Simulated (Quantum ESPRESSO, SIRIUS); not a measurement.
Given: the input of a run of SIRIUS 7.12.0 on In. 

File sirius.json:

```json
{
  "control": {
    "processing_unit": "cpu",
    "verbosity": 2,
    "num_bands_to_print": 13,
    "print_forces": true,
    "print_stress": true
  },
  "parameters": {
    "electronic_structure_method": "pseudopotential",
    "xc_functionals": ["XC_GGA_X_PBE", "XC_GGA_C_PBE"],
    "gk_cutoff": 8.4,
    "pw_cutoff": 16.8,
    "ngridk": [11, 11, 11],
    "shiftk": [0, 0, 0],
    "smearing": "fermi_dirac",
    "smearing_width": 0.0018374661,
    "num_bands": 13,
    "num_mag_dims": 0,
    "num_dft_iter": 100,
    "energy_tol": 1e-08,
    "density_tol": 1e-06
  },
  "iterative_solver": {
    "type": "davidson",
    "min_tolerance": 1e-10
  },
  "mixer": {
    "type": "anderson",
    "beta": 0.7,
    "max_history": 8
  },
  "settings": {
    "tol_ne": 1e-10,
    "pseudo_grid_cutoff": 6.5
  },
  "unit_cell": {
    "lattice_vectors": [
      [-3.071693123795, 3.071693123795, 4.674615514487],
      [3.071693123795, -3.071693123795, 4.674615514487],
      [3.071693123795, 3.071693123795, -4.674615514487]
    ],
    "atom_coordinate_units": "lattice",
    "atom_types": ["In"],
    "atom_files": {
      "In": "In.json"
    },
    "atoms": {
      "In": [
        [0.0, 0.0, 0.0]
      ]
    }
  }
}
```

Potentials or basis: SPMS 1.0 PBE (norm-conserving).

Launch:

```sh
$ upf_to_json 49_In_13_2.5_3.1_pbe_n_v1.0.upf
$ OMP_NUM_THREADS=1 sirius.scf --input=sirius.json --output=out.json --task=0
```

Question: Translate it to Quantum ESPRESSO 7.5 (ASE script). Potentials or basis there: SSSP 1.3 efficiency PBE, cutoff 748 eV.

Answer: As run (cutoffs and basis follow the program's own potentials, and thresholds, step limits or extra output files can differ):

File run.py:

```python
import numpy as np
from ase.calculators.espresso import Espresso, EspressoProfile
from ase.io import read

atoms = read('POSCAR')

input_data = {
    'control': {'calculation': 'scf', 'prefix': 'pwscf', 'outdir': './tmp', 'tprnfor': True, 'tstress': True, 'disk_io': 'nowf'},
    'system': {'ecutwfc': 55.0, 'ecutrho': 440.0, 'nbnd': 12, 'occupations': 'smearing', 'smearing': 'fd', 'degauss': 0.00367493},
    'electrons': {'conv_thr': 2e-10, 'electron_maxstep': 120, 'mixing_beta': 0.5},
}
pseudopotentials = {'In': 'In.pbe-dn-rrkjus_psl.0.2.2.UPF'}
profile = EspressoProfile(command='pw.x', pseudo_dir='pseudo')
atoms.calc = Espresso(profile=profile, input_data=input_data, pseudopotentials=pseudopotentials, kpts=(11, 11, 11), koffset=(0, 0, 0))

print(f'energy {atoms.get_potential_energy():.8f} eV')
print('forces (eV/A)')
print(np.round(atoms.get_forces(), 6))
print('stress (eV/A^3, Voigt)')
print(np.round(atoms.get_stress(), 8))
print(f'Fermi level {atoms.calc.get_fermi_level():.4f} eV')
```

The input POSCAR:

```
In
1.0
   -1.6254700000      1.6254700000      2.4737000000
    1.6254700000     -1.6254700000      2.4737000000
    1.6254700000      1.6254700000     -2.4737000000
In
1
Direct
    0.0000000000      0.0000000000      0.0000000000
```

Potentials or basis: SSSP 1.3 efficiency PBE.

Launch:

```bash
$ OMP_NUM_THREADS=1 python run.py
```

Both were run:

|  | SIRIUS | Quantum ESPRESSO |
| --- | --- | --- |
| Pressure | 2.1 GPa | 2.0 GPa |

Pressure is positive in compression.
